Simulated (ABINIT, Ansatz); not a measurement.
# CdS (Hawleyite): bands and cutoff in G0W0 with ABINIT

Wanted: a converged G0W0 gap of CdS (Hawleyite), or an estimate of the limit.

Method: PBE and many-body steps on it, plane waves, in ABINIT 10.8.3.

## (1) Starting point

It takes space group F-43m (No. 216, cubic). Conventional cell: a = 5.833 Å, b = 5.833 Å, c = 5.833 Å, α = 90.00°, β = 90.00°, γ = 90.00°. Cd has 4 S at 2.53 Å nearest. Nearest to S lie 4 Cd at 2.53 Å. Farther neighbours and most contacts between anions are not listed.

The cell and positions come from the Crystallography Open Database and are kept as given unless a step says otherwise.

## (2) Empty states on the mesh, 4×4×4 mesh, 137 bands

This step: ABINIT 10.8.3; DFT, PBE, plane waves, norm-conserving pseudopotentials.

The sums over transitions need many empty states on a uniform mesh; this step solves for them.

File run.abi:

```
acell 3*1.0 Angstrom
rprim 
  -0.000000000000 2.916500000000 2.916500000000
  2.916500000000 -0.000000000000 2.916500000000
  2.916500000000 2.916500000000 -0.000000000000
ntypat 2
znucl 48 16
natom 2
typat 1 2
xred 
  0.000000000000 0.000000000000 0.000000000000
  0.250000000000 0.250000000000 0.250000000000
pp_dirpath "pseudos"
pseudos "Cd.upf, S.upf"
ecut 47
ngkpt 4 4 4
nshiftk 1
shiftk 0 0 0
kptopt 1
chksymbreak 0
iscf -2
irdden 1
istwfk *1
nband 137
nbdbuf 12
tolwfr 1e-09
nstep 60
prtvol 0
indata_prefix "in"
outdata_prefix "out"
tmpdata_prefix "tmp"
```

Started as:

```sh
$ OMP_NUM_THREADS=1 mpirun -n 4 abinit run.abi > log
```

Numbers of over 12 decimals in the logs are rounded to 6 here.

The program printed:

```text
.Version 10.8.3 of ABINIT. v10.8.2 released Aug 2026.

 Symmetries : space group F-4 3 m (#216); Bravais cF (face-center cubic)
[... echo of the input left out ...]
== DATASET  1 ==================================================================
-   mpi_nproc: 4, omp_nthreads: 1 (-1 if OMP is not activated)

--- !DatasetInfo
iteration_state: {dtset: 1, }
dimensions: {natom: 2, nkpt: 8, mband: 137, nsppol: 1, nspinor: 1, nspden: 1, mpw: 5180, }
cutoff_energies: {ecut:  47.0, pawecutdg:  -1.0, }
[...]
3.31331    3.39122    3.46317    3.46317    3.46317    3.59098    3.59098    3.59098
   3.67159    3.67166    3.67172    3.69848    3.69854    3.70227    3.71550    3.71744
   3.72528
 prteigrs : prtvol=0 or 1, do not print more k-points.

== END DATASET(S) ==============================================================
================================================================================

 -outvars: echo values of variables after computation  --------
            nband         137
             nkpt           8
          spgroup         216
 [... the other variables as echoed above ...]

 Calculation completed.
```

Elapsed: 53 s, on 4 MPI ranks of Intel Xeon Platinum 8488C (Sapphire Rapids), shared host; peak memory 0.43 GiB.

This step gave:

```
gap                                                           : 1.145 eV
k of the valence top                                          : 0, 0, 0
k of the conduction bottom                                    : 0, 0, 0
least direct gap                                              : 1.145 eV
k points computed                                             : 8
lowest point of the top converged band, above the valence top : 89.8716 eV
```

On this mesh the gap is 1.145 eV.

The density comes from a self-consistent run that is not shown.

## (3) Screening, 4×4×4 mesh, 27 bands, screening to 62.6 eV

The RPA dielectric matrix is built and inverted for each q.

This step: RPA screening on PBE, plane waves, norm-conserving pseudopotentials.

run.abi: that of step 2 with these lines changed.

```diff
@@ -20,10 +20,11 @@
 chksymbreak 0
-iscf -2
-irdden 1
 istwfk *1
-nband 137
-nbdbuf 12
-tolwfr 1e-09
-nstep 60
-prtvol 0
+occopt 1
+irdwfk 1
+optdriver 3
+nband 27
+ecuteps 2.3
+inclvkb 2
+awtr 1
+symchi 1
 indata_prefix "in"
```

The program printed:

```text
.Version 10.8.3 of ABINIT. v10.8.2 released Aug 2026.

 Symmetries : space group F-4 3 m (#216); Bravais cF (face-center cubic)
[... echo of the input left out ...]
== DATASET  1 ==================================================================
-   mpi_nproc: 4, omp_nthreads: 1 (-1 if OMP is not activated)

--- !DatasetInfo
iteration_state: {dtset: 1, }
dimensions: {natom: 2, nkpt: 8, mband: 27, nsppol: 1, nspinor: 1, nspden: 1, mpw: 5180, }
cutoff_energies: {ecut:  47.0, pawecutdg:  -1.0, }
electrons: {nelect:   2.60000000E+01, charge:   0.00000000E+00, occopt:   1.00000000E+00, tsmear:   1.00000000E-02, }

 SCREENING: Calculation of the susceptibility and dielectric matrices

 Based on a program developped by R.W. Godby, V. Olevano, G. Onida, and L. Reining.
 Incorporated in ABINIT by V. Olevano, G.-M. Rignanese, and M. Torrent.
.Using double precision arithmetic ; gwpc =  8

[... cell and pseudopotentials left out ...]
--------------------------------------------------------------------------------

 ==== K-mesh for the wavefunctions ====
 Number of points in the irreducible wedge :     8
[... list of points left out ...]
 Together with 24 symmetry operations and time-reversal symmetry
 yields    64 points in the full Brillouin Zone.

 ==== Q-mesh for the screening function ====
 Number of points in the irreducible wedge :     8
[... list of points left out ...]
 Together with 24 symmetry operations and time-reversal symmetry
 yields    64 points in the full Brillouin Zone.

 setmesh: FFT mesh size selected  =    30x   30x   30
          total number of points  =        27000

 vcoul_init : cutoff-mode = AUXILIARY_FUNCTION
 q-points for optical limit:   1
     1)      0.000010    0.000020    0.000030

- screening: taking advantage of time-reversal symmetry
- Maximum band index for partially occupied states nbvw = 13
- Remaining bands to be divided among processors   nbcw = 14
- Number of bands treated by each node ~3

 Number of electrons calculated from density =   26.0000; Expected =   26.0000
 average of density, n =  0.077653
 r_s =    1.4541
 omega_plasma =   26.8804 [eV]

 calculating chi0 at frequencies [eV] :
  1    0.000000E+00    0.000000E+00
  2    0.000000E+00    2.688042E+01

--------------------------------------------------------------------------------
  q-point number  1        q = ( 0.000000, 0.000000, 0.000000) [r.l.u.]
--------------------------------------------------------------------------------
[... chi0 elements left out ...]
 For q-point:  0.000010 0.000020 0.000030
  dielectric constant =  10.9690
  dielectric constant without local fields =  11.6321

  Average fulfillment of the sum rule on Im[epsilon] for q-point    1 :     17.56  [%]
[... wings left out ...]
  q-point number  2        q = ( 0.250000, 0.000000, 0.000000) [r.l.u.]
--------------------------------------------------------------------------------
[... chi0 elements left out ...]
  Average fulfillment of the sum rule on Im[epsilon] for q-point    2 :     32.57  [%]

 [... 6 further q-points ...]
```

It took 5.9 s on 4 MPI ranks; peak memory 0.64 GiB.

Numbers from this step:

| Item | Value |
| --- | --- |
| ε∞ with local fields, on this mesh, along the program's q direction | 10.97 |
| the same without local fields | 11.63 |
| plasma frequency | 26.88 eV |
| plane waves in the screening matrix | 59 |

Local fields lower ε∞ by 6 %. On a Γ-centred mesh this coarse the value itself is usually too large, while a short band sum pulls it down.

## (4) 27 bands, 62.6 eV

The self-energy is evaluated for the states that the input lists, and the levels follow from it, in one-shot runs by the linearised quasiparticle equation.

This step: G0W0 on PBE, plane waves, norm-conserving pseudopotentials.

run.abi: that of step 3 with these lines changed.

```diff
@@ -23,8 +23,15 @@
 irdwfk 1
-optdriver 3
+optdriver 4
 nband 27
+gwcalctyp 0
+ecutsigx 47
+symsigma 1
+nkptgw 1
+kptgw 
+  0.0000000000 0.0000000000 0.0000000000
+bdgw 
+  11 17
 ecuteps 2.3
-inclvkb 2
-awtr 1
-symchi 1
+irdscr 1
+ppmodel 1
 indata_prefix "in"
```

The program printed:

```text
.Version 10.8.3 of ABINIT. v10.8.2 released Aug 2026.

 Symmetries : space group F-4 3 m (#216); Bravais cF (face-center cubic)
[... echo of the input left out ...]
== DATASET  1 ==================================================================
-   mpi_nproc: 4, omp_nthreads: 1 (-1 if OMP is not activated)

--- !DatasetInfo
iteration_state: {dtset: 1, }
dimensions: {natom: 2, nkpt: 8, mband: 27, nsppol: 1, nspinor: 1, nspden: 1, mpw: 5180, }
cutoff_energies: {ecut:  47.0, pawecutdg:  -1.0, }
electrons: {nelect:   2.60000000E+01, charge:   0.00000000E+00, occopt:   1.00000000E+00, tsmear:   1.00000000E-02, }

 SIGMA: Calculation of the GW corrections

 Based on a program developped by R.W. Godby, V. Olevano, G. Onida, and L. Reining.
 Incorporated in ABINIT by V. Olevano, G.-M. Rignanese, and M. Torrent.
.Using double precision arithmetic ; gwpc =  8

[... cell and pseudopotentials left out ...]
--------------------------------------------------------------------------------

 ==== K-mesh for the wavefunctions ====
 Number of points in the irreducible wedge :     8
[... list of points left out ...]
 Together with 24 symmetry operations and time-reversal symmetry
 yields    64 points in the full Brillouin Zone.

 ==== Q-mesh for screening function ====
 Number of points in the irreducible wedge :     8
[... list of points left out ...]
 Together with 24 symmetry operations and time-reversal symmetry
 yields    64 points in the full Brillouin Zone.

 vcoul_init : cutoff-mode = AUXILIARY_FUNCTION
 q-points for optical limit:   1
     1)      0.000010    0.000020    0.000030
 setmesh: FFT mesh size selected  =    50x   50x   50
          total number of points  =       125000

 Number of electrons calculated from density =   26.0000; Expected =   26.0000
 average of density, n =  0.077653
 r_s =    1.4541
 omega_plasma =   26.8804 [eV]

 === KS Band Gaps ===
  >>>> For spin  1
   Minimum direct gap =   1.1447 [eV], located at k-point      :   0.0000  0.0000  0.0000
   Fundamental gap    =   1.1447 [eV], Top of valence bands at :   0.0000  0.0000  0.0000
                                       Bottom of conduction at :   0.0000  0.0000  0.0000
 SIGMA fundamental parameters:
 PLASMON POLE MODEL  1
 number of plane-waves for SigmaX                 5065
 number of plane-waves for SigmaC and W             59
 number of plane-waves for wavefunctions          5065
 number of bands                                    27
 number of independent spin polarizations            1
 number of spinorial components                      1
 number of k-points in IBZ                           8
 number of q-points in IBZ                           8
 number of symmetry operations                      24
 number of k-points in BZ                           64
 number of q-points in BZ                           64
 number of frequencies for dSigma/dE                 9
 frequency step for dSigma/dE [eV]                0.25
 number of omega for Sigma on real axis              0
 max omega for Sigma on real axis  [eV]           0.00
 zcut for avoiding poles [eV]                     0.10

 EPSILON^-1 parameters (SCR file):
 dimension of the eps^-1 matrix on file             59
 dimension of the eps^-1 matrix used                59
 number of plane-waves for wavefunctions          5065
 number of bands                                    27
 number of q-points in IBZ                           8
 number of frequencies                               2
 number of real frequencies                          1
 number of imag frequencies                          1

 matrix elements of self-energy operator (all in [eV])

 Perturbative Calculation

--- !SelfEnergy_ee
iteration_state: {dtset: 1, }
kpoint     : [   0.000,    0.000,    0.000, ]
spin       : 1
KS_gap     :    1.145
QP_gap     :    2.156
Delta_QP_KS:    1.011
data: !SigmaeeData |
     Band     E0 <VxcDFT>   SigX SigC(E0)      Z dSigC/dE  Sig(E)    E-E0       E
       11   4.366 -15.389 -18.420   2.947   0.783  -0.278 -15.455  -0.065   4.301
       12   4.366 -15.389 -18.420   2.947   0.783  -0.278 -15.455  -0.065   4.301
       13   4.366 -15.389 -18.420   2.947   0.783  -0.278 -15.455  -0.065   4.301
       14   5.511 -10.636  -6.668  -2.807   0.815  -0.227  -9.691   0.946   6.456
       15  10.897 -10.642  -5.801  -3.149   0.814  -0.228  -9.265   1.378  12.275
       16  10.897 -10.642  -5.801  -3.149   0.814  -0.228  -9.265   1.378  12.275
       17  10.897 -10.642  -5.801  -3.149   0.814  -0.228  -9.265   1.378  12.275

== END DATASET(S) ==============================================================
================================================================================

 -outvars: echo values of variables after computation  --------
           etotal      0.0000000000E+00
            nband          27
             nkpt           8
          spgroup         216
 [... the other variables as echoed above ...]

 Calculation completed.
```

It took 3 s on 4 MPI ranks; peak memory 0.28 GiB; 11 s of CPU time.

Numbers from this step:

```yaml
g0w0_gap_on_the_points_computed: 2.155 eV
starting_gap_on_the_mesh: 1.145 eV
k_of_the_valence_top: 0, 0, 0
k_of_the_conduction_bottom: 0, 0, 0
z_at_the_valence_top: 0.783
z_at_the_conduction_bottom: 0.815
least_direct_g0w0_gap_on_the_computed_points: 2.155 eV
```

The gap on the mesh goes from 1.14 eV to 2.16 eV, a correction of +1.01 eV.

## (5) Screening, 4×4×4 mesh, 58 bands, screening to 114.3 eV

This step: RPA screening on PBE, plane waves, norm-conserving pseudopotentials.

run.abi: that of step 4 with these lines changed.

```diff
@@ -23,15 +23,8 @@
 irdwfk 1
-optdriver 4
-nband 27
-gwcalctyp 0
-ecutsigx 47
-symsigma 1
-nkptgw 1
-kptgw 
-  0.0000000000 0.0000000000 0.0000000000
-bdgw 
-  11 17
-ecuteps 2.3
-irdscr 1
-ppmodel 1
+optdriver 3
+nband 58
+ecuteps 4.2
+inclvkb 2
+awtr 1
+symchi 1
 indata_prefix "in"
```

The program printed:

```text
.Version 10.8.3 of ABINIT. v10.8.2 released Aug 2026.

 Symmetries : space group F-4 3 m (#216); Bravais cF (face-center cubic)
[... echo of the input left out ...]
== DATASET  1 ==================================================================
-   mpi_nproc: 4, omp_nthreads: 1 (-1 if OMP is not activated)

--- !DatasetInfo
iteration_state: {dtset: 1, }
dimensions: {natom: 2, nkpt: 8, mband: 58, nsppol: 1, nspinor: 1, nspden: 1, mpw: 5180, }
cutoff_energies: {ecut:  47.0, pawecutdg:  -1.0, }
electrons: {nelect:   2.60000000E+01, charge:   0.00000000E+00, occopt:   1.00000000E+00, tsmear:   1.00000000E-02, }

 SCREENING: Calculation of the susceptibility and dielectric matrices

 Based on a program developped by R.W. Godby, V. Olevano, G. Onida, and L. Reining.
 Incorporated in ABINIT by V. Olevano, G.-M. Rignanese, and M. Torrent.
.Using double precision arithmetic ; gwpc =  8

[... cell and pseudopotentials left out ...]
--------------------------------------------------------------------------------

 ==== K-mesh for the wavefunctions ====
 Number of points in the irreducible wedge :     8
[... list of points left out ...]
 Together with 24 symmetry operations and time-reversal symmetry
 yields    64 points in the full Brillouin Zone.

 ==== Q-mesh for the screening function ====
 Number of points in the irreducible wedge :     8
[... list of points left out ...]
 Together with 24 symmetry operations and time-reversal symmetry
 yields    64 points in the full Brillouin Zone.

 setmesh: FFT mesh size selected  =    32x   32x   32
          total number of points  =        32768

 vcoul_init : cutoff-mode = AUXILIARY_FUNCTION
 q-points for optical limit:   1
     1)      0.000010    0.000020    0.000030

- screening: taking advantage of time-reversal symmetry
- Maximum band index for partially occupied states nbvw = 13
- Remaining bands to be divided among processors   nbcw = 45
- Number of bands treated by each node ~11

 Number of electrons calculated from density =   26.0000; Expected =   26.0000
 average of density, n =  0.077653
 r_s =    1.4541
 omega_plasma =   26.8804 [eV]

 calculating chi0 at frequencies [eV] :
  1    0.000000E+00    0.000000E+00
  2    0.000000E+00    2.688042E+01

--------------------------------------------------------------------------------
  q-point number  1        q = ( 0.000000, 0.000000, 0.000000) [r.l.u.]
--------------------------------------------------------------------------------
[... chi0 elements left out ...]
 For q-point:  0.000010 0.000020 0.000030
  dielectric constant =  11.0517
  dielectric constant without local fields =  11.7482

  Average fulfillment of the sum rule on Im[epsilon] for q-point    1 :     42.27  [%]
[... wings left out ...]
  q-point number  2        q = ( 0.250000, 0.000000, 0.000000) [r.l.u.]
--------------------------------------------------------------------------------
[... chi0 elements left out ...]
  Average fulfillment of the sum rule on Im[epsilon] for q-point    2 :     57.21  [%]

 [... 6 further q-points ...]
```

It took 15 s on 4 MPI ranks; peak memory 0.85 GiB.

This step gave:

```yaml
eps_infinity_with_local_fields_on_this_mesh_along_the_program_s_q_direction: 11.05
the_same_without_local_fields: 11.75
plasma_frequency: 26.88 eV
plane_waves_in_the_screening_matrix: 137
```

(Part 1 of 2 ends here.)

[Paths, hosts, dates, memory and timing lines, banners, echoed tables and standing remarks are left out of the program output.]

[Logs are printed without paths, hosts, clocks, repeated set-up lines and the standing remarks that a program may print on its own settings, such as how far it seeks lower states.]

[Runs of the session that timed out or met a known fault of the program may be left out.]

[Hosts, paths, dates, database ids (printed as entryN), source tags and the programs' standing remarks are cut or masked in the printed files.]

[G0W0 gaps are taken among the corrected bands and points alone; a level outside them can change the order at an edge.]

[Where Ansatz stands beside ABINIT at settings called matched, ABINIT's density can come from a denser mesh and the files from another edition; pairs whose starting gaps differed by over 0.03 eV were left out, so agreement reads better than it is.]
